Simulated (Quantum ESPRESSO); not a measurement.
Crystal: BeTe.

```
Te Be
1.0
     0.00000    2.77000    2.77000
     2.77000    0.00000    2.77000
     2.77000    2.77000    0.00000
Te Be
1 1
Direct
  0.75000 0.75000 0.75000
  0.00000 0.00000 0.00000
```

* Program: Quantum ESPRESSO 7.5
* Task: Wannier functions
* Functional: PBEsol
* Potentials or basis: GBRV 1.5 PBEsol
* Cutoff: 612 eV
* Density cutoff: 4898 eV
* k mesh: 5 × 5 × 5
* Occupations: fermi-dirac, width 0.05 eV
* Spin: no spin polarisation
* Mixing beta: 0.5
* Most SCF iterations: 120
* SCF threshold: 4e-10 Ry
* k mesh for the Wannier functions: 5 × 5 × 5
* Projections: Te sp, Be sp

Start: atomic projections with disentanglement, frozen window up to 2.9 eV over the reference level; the lowest 1 bands are left out. The reference level is the Fermi level, or the middle of the gap.

Question: With atomic projections with disentanglement, how many functions result, how localised are they, and how well do they interpolate the bands?

Answer: 8 functions with spreads from 1.42 to 1.67 Å², 12.4 Å² in all; they miss the direct bands by 34 meV (root mean square).

Wannier functions:
| function | nearest atom | distance (Å) | spread (Å²) | on-site energy from the reference level (eV) |
| --- | --- | --- | --- | --- |
| 1 | 1 Te | 0.75 | 1.42 | -2.19 |
| 2 | 1 Te | 0.75 | 1.42 | -2.19 |
| 3 | 1 Te | 0.75 | 1.42 | -2.19 |
| 4 | 1 Te | 0.75 | 1.42 | -2.19 |
| 5 | 2 Be | 0.77 | 1.67 | 1.33 |
| 6 | 2 Be | 0.77 | 1.67 | 1.33 |
| 7 | 2 Be | 0.77 | 1.67 | 1.33 |
| 8 | 2 Be | 0.77 | 1.67 | 1.33 |

Parts of the spread (Å²): invariant 10.70, diagonal 0.052, off-diagonal 1.64, total 12.39. Against the direct bands the interpolation misses by 34 meV (root mean square) and 122 meV at most, for states up to 1 eV over the reference level.

Caveat: spin-orbit coupling is left out, which moves the levels of the heavy elements; the mesh misses the band edges, which the band path finds closer together.
